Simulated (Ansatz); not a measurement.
# GaCo: the cost of one run

Method: DFT PBE, scalar-relativistic, plane waves, PAW, in Ansatz 0.2.0.

## (1) The system as given

The structure is tetragonal, space group P4/mmm (No. 123). Conventional cell: a = 2.622 Å, b = 2.622 Å, c = 3.437 Å, α = 90.00°, β = 90.00°, γ = 90.00°. Ga (site symmetry 4/mmm) has 8 Co at 2.53 Å and 4 Ga at 2.62 Å as nearest neighbours. Around Co (site symmetry 4/mmm) lie 8 Ga at 2.53 Å and 4 Co at 2.62 Å.

Structure file:

```cif
data_structure
_symmetry_space_group_name_H-M 'P 1'
_symmetry_Int_Tables_number 1
_cell_length_a 2.6224
_cell_length_b 2.6224
_cell_length_c 3.4372
_cell_angle_alpha 90.000
_cell_angle_beta 90.000
_cell_angle_gamma 90.000
_cell_volume 23.64
loop_
_atom_site_label
_atom_site_type_symbol
_atom_site_fract_x
_atom_site_fract_y
_atom_site_fract_z
_atom_site_occupancy
Ga1 Ga 0.50000 0.50000 0.50000 1
Co1 Co 0.00000 0.00000 0.00000 1
```

(A quick probe on a coarse mesh, which set the mesh and smearing, is not shown.)

## (3) A loose first relaxation

input.yaml

```yaml
crystal:
  lattice:
    - [2.6223932533, 0.0, 0.0]
    - [0.0, 2.6223932533, 0.0]
    - [0.0, 0.0, 3.4372082998]
  atoms:
    - { symbol: Ga, position: [0.5, 0.5, 0.5] }
    - { symbol: Co, position: [0.0, 0.0, 0.0], spin: 0.06 }
basis:
  ecutwfc: 420
kpoints:
  mp_grid: { grid: [6, 6, 6] }
hamiltonian:
  xc: pbe
scf:
  occupations: { method: gaussian, width: 0.1 }
  lower_state_search: "off"
output:
  forces: true
  stress: true
  eigenvalues: true
  populations: true
magnetization:
  spin_polarized: true
relax:
  adjacent_minimum: "off"
  f_tol: 0.04
  max_steps: 70
  cell: { stress_tol: 0.4 }
```

Started as:

```bash
$ ansatz run input.yaml --threads 1 --pin off --max-ram 2560MiB --backend cpu --events-out ev --progress --plain --runs-dir out
```

Q: Estimate wall time and peak memory on 1 thread of Intel Xeon 6975P-C (Granite Rapids), shared host.

About 20 s, with a peak of 0.37 GiB.
